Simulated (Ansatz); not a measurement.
The calculation used Ansatz, DFT PBE, scalar-relativistic, plane waves, PAW. Settings: cutoff 420 eV, Γ-centred meshes spaced at most about 0.3 Å⁻¹ (2π included), Gaussian smearing. No spin polarisation in the final relaxations.

Temperature and zero-point effects are left out. All come from trial cells, and lower structures may exist.

Task: Order these relaxed structures of HfSi3O8 by energy, lowest first, with the energy over the lowest of them.
A.

```xyz
12
Lattice="3.0430 -3.1727 0.0000 3.0430 3.1727 0.0000 0.0000 0.0000 5.7323" Properties=species:S:1:pos:R:3 pbc="T T T"
Hf    3.0430    0.0000    2.8661
Si    0.0000    0.0000    4.3721
Si    0.0000    0.0000    1.3602
Si    3.0430    0.0000    0.0000
O     4.2865    0.0000    4.4676
O     4.2865    0.0000    1.2647
O     3.0430   -1.9438    0.0000
O     3.0430   -2.0667    2.8661
O     1.7996    0.0000    4.4676
O     1.7996    0.0000    1.2647
O     3.0430    1.9438    0.0000
O     3.0430    2.0667    2.8661
```

B.

```xyz
12
Lattice="5.5015 0.0000 0.0000 0.0000 5.5015 0.0000 0.0000 0.0000 7.9864" Properties=species:S:1:pos:R:3 pbc="T T T"
Hf    2.7507    2.7507    0.0000
Si    0.0000    0.0000    3.9932
Si    2.7507    0.0000    2.2305
Si    0.0000    2.7507    5.7559
O     1.3805    0.0000    3.1220
O     4.2154    2.7507    6.7356
O     4.1209    0.0000    3.1220
O     1.2860    2.7507    6.7356
O     0.0000    4.1209    4.8644
O     2.7507    1.2860    1.2508
O     0.0000    1.3805    4.8644
O     2.7507    4.2154    1.2508
```

C.

```xyz
12
Lattice="3.7653 -3.8344 0.0000 3.7653 3.8344 0.0000 -0.0061 0.0000 7.5922" Properties=species:S:1:pos:R:3 pbc="T T T"
Hf    3.7653   -3.6816    0.0000
Si    2.0599    1.9193    2.0403
Si    5.4646    1.9193    5.5520
Si    3.7623   -0.1735    3.7961
O     3.2019    2.9730    1.5663
O     2.9191   -1.1406    4.7950
O     1.4538    1.2442    0.6821
O     4.8206    0.7623    4.6033
O     6.0707    1.2442    6.9101
O     2.7039    0.7623    2.9889
O     4.3226    2.9730    6.0259
O     4.6054   -1.1406    2.7972
```

Result: C (0 meV/atom), B (13 meV/atom), A (237 meV/atom). Forms: C C2; B P-4m2; A Hf and Si ordered on rutile sites, Cmmm. Counting O atoms around Hf and Si (those within 1.25 times the shortest such distance or 1.15 times the sum of covalent radii; a plus sign parts nearer from farther groups; a slash parts the counts of unlike sites): C has Hf 4, Si 4; B has Hf 4, Si 4; A has Hf 6, Si 4+2/6.

These runs have no spin–orbit coupling, which can matter for Hf. Cells relaxed within their symmetry can be saddle points. Some candidate types were left out of the draw beforehand, so a known form may be missing.
